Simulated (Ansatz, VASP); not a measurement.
**One calculation of Pb, two programs**

The input INCAR:

```
SYSTEM = Pb
ALGO = Normal ; EDIFF = 1E-6
EDIFFG = -0.005 ; ENCUT = 600
IBRION = 2 ; ISIF = 3
ISMEAR = 0 ; LASPH = .TRUE.
LCHARG = .FALSE. ; LREAL = .FALSE.
LWAVE = .FALSE. ; NELM = 100
NSW = 70 ; PREC = Accurate
SIGMA = 0.1
```

The input KPOINTS:

```
k-points
0
G
  15 15 8
  0 0 0
```

Contents of POSCAR:

```
Pb
1.0
    3.4894605504      0.0000000000      0.0000000000
   -1.7447302752      3.0219614822      0.0000000000
    0.0000000000      0.0000000000      5.7527048411
Pb
2
Direct
    0.3333333333      0.6666666667      0.2500000000
    0.6666666667      0.3333333333      0.7500000000
```

Input for Ansatz:

```yaml
crystal:
  lattice:
    - [3.4894605504, 0.0, 0.0]
    - [-1.7447302752, 3.0219614822, 0.0]
    - [0.0, 0.0, 5.7527048411]
  atoms:
    - { symbol: Pb, position: [0.3333333333, 0.6666666667, 0.25] }
    - { symbol: Pb, position: [0.6666666667, 0.3333333333, 0.75] }
basis:
  ecutwfc: 420
kpoints:
  mp_grid: { grid: [15, 15, 8] }
hamiltonian:
  xc: lda
scf:
  occupations: { method: gaussian, width: 0.1 }
output:
  forces: true
  stress: true
  eigenvalues: true
relax:
  adjacent_minimum: "off"
  f_tol: 0.005
  max_steps: 50
  cell: { stress_tol: 0.05 }
```

Alike in both runs: task relaxation of cell and atoms; functional LDA; k mesh 15 × 15 × 8; occupations gaussian, width 0.1 eV; no spin polarisation.

|  | VASP | Ansatz |
| --- | --- | --- |
| version | VASP 6.6.1 | Ansatz 0.2.0 |
| potentials or method | VASP PAW LDA potentials, release 64 (Pb_d) | scalar-relativistic, plane waves, PAW |
| plane-wave cutoff (eV) | 600 | 420 |
| valence electrons in the cell | 28 | 28 |

|  | VASP | Ansatz | Ansatz less VASP |
| --- | --- | --- | --- |
| gap on the k mesh at the Fermi level, each at its own relaxed structure (eV) | none | none | - |
| relaxed volume (Å³/atom) | 29.03 | 28.96 | -0.062 |
| relaxed cell length with the largest relative difference (Å) | 5.674 | 5.669 | -0.0056 |
| energy change over the relaxation (meV/atom) | -9 | -10 | -1.1 |

A gap of «none» marks a metal or a gap that the smearing closes.

The runs have no spin-orbit coupling, so splittings on Pb are missing. Zero-point motion and thermal expansion aren't in these numbers. LDA usually gives volumes a few per cent too small.
